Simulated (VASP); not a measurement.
Input of a VASP 6.6.1 run:

File INCAR:

```
SYSTEM = BeS
PREC     = Accurate       ! precision mode
ENCUT    = 520            ! plane-wave cutoff, eV
EDIFF    = 1E-6           ! SCF threshold, eV
ISMEAR   = 0              ! smearing method
SIGMA    = 0.02           ! smearing width, eV
LREAL    = .False.        ! projectors in reciprocal space
LASPH    = .True.         ! aspherical terms in the spheres
NELM     = 100            ! most SCF steps
ALGO     = Normal         ! electronic algorithm
ISIF     = 2              ! what is computed and relaxed
LWAVE    = .False.        ! write WAVECAR
LCHARG   = .False.        ! write CHGCAR
GGA      = PS             ! functional
NBANDS   = 11             ! bands
```

The input KPOINTS:

```
regular mesh
0
Gamma
  10 10 10
  0 0 0
```

File POSCAR:

```
BeS
1.0
    0.0000000000      2.5975846441      2.5975846441
    2.5975846441      0.0000000000      2.5975846441
    2.5975846441      2.5975846441      0.0000000000
Be S
1 1
Direct
    0.0000000000      0.0000000000      0.0000000000
    0.5000000000      0.5000000000      0.5000000000
```

Potentials or basis: VASP PAW PBE potentials, release 64 (Be, S).

Launch:

```bash
$ cat potpaw_PBE.64/Be/POTCAR potpaw_PBE.64/S/POTCAR > POTCAR
$ mpirun -np 1 vasp_std > vasp.out
```

Question: What does it give for the pressure?

Answer: -20.6 GPa.

Question: What does it give for the band gap on the k mesh?

Answer: 0.72 eV, indirect (least direct gap 2.32 eV).

Caveat: so large a pressure means that the cell lies far from this level's equilibrium, or that cutoff or potentials fall short; the potentials were made for another functional, which shifts forces and pressure. A k mesh can miss the band edges.
